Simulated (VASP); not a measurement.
Runs of VASP 6.6.1 on TePt. It takes space group P6_3/mmc (No. 194, hexagonal). The conventional cell has a = 4.111 Å, b = 4.111 Å, c = 5.446 Å, α = 90.00°, β = 90.00°, γ = 120.00°. Pt (site symmetry -3m) is surrounded by 2 Pt at 2.72 Å and 6 Te at 2.74 Å. Te (site symmetry -6m2) is surrounded by 6 Pt at 2.74 Å. Measurements of this composition are mostly on another form, of space group No. 166.

| level | spin | U | k mesh | cutoff (eV) | grid for exact exchange (PRECFOCK) | screening parameter | further INCAR settings | mesh quality | gap on the mesh (eV) | pressure (GPa) | moment (μB) |
| --- | --- | --- | --- | --- | --- | --- | --- | --- | --- | --- | --- |
| HSE06 | collinear, ferromagnetic start | - | 4 × 4 × 3 | 450 | Fast | 0.2 1/A | ALGO = Normal; EDIFF = 1e-07 | coarse | none | 12.7 | 0.00 |
| PBEsol+U | collinear, ferromagnetic start | Pt d U = 2 eV | 6 × 6 × 4 | 520 | - | - | ALGO = Normal; EDIFF = 1e-06 | not flagged | none | (a) | 0.00 |
| PBEsol+U | collinear, antiferromagnetic start | Pt d U = 2 eV | 6 × 6 × 4 | 520 | - | - | ALGO = Normal; EDIFF = 1e-06 | not flagged | none | 8.7 | 0.00 |
| HSE06 | collinear, antiferromagnetic start | - | 4 × 4 × 3 | 450 | Fast | 0.2 1/A | ALGO = Normal; EDIFF = 1e-07 | coarse | none | 12.7 | 0.00 |

Alike in all rows: task single point; potentials or basis VASP PAW PBE potentials, release 64 (Pt, Te); cell as given; smearing gaussian 0.05 eV.

Task: Estimate the missing entries.

Result: (a) 8.8.

Caveats: some runs use coarse meshes; the PAW data sets were made with another functional, which shifts forces and pressure a little; the U is typed as a test and isn't derived for this compound (some runs).

A k mesh can miss the band edges, and the runs leave out spin-orbit coupling on Pt, Te.

A gap of «none» marks a metal or a gap under the smearing width.
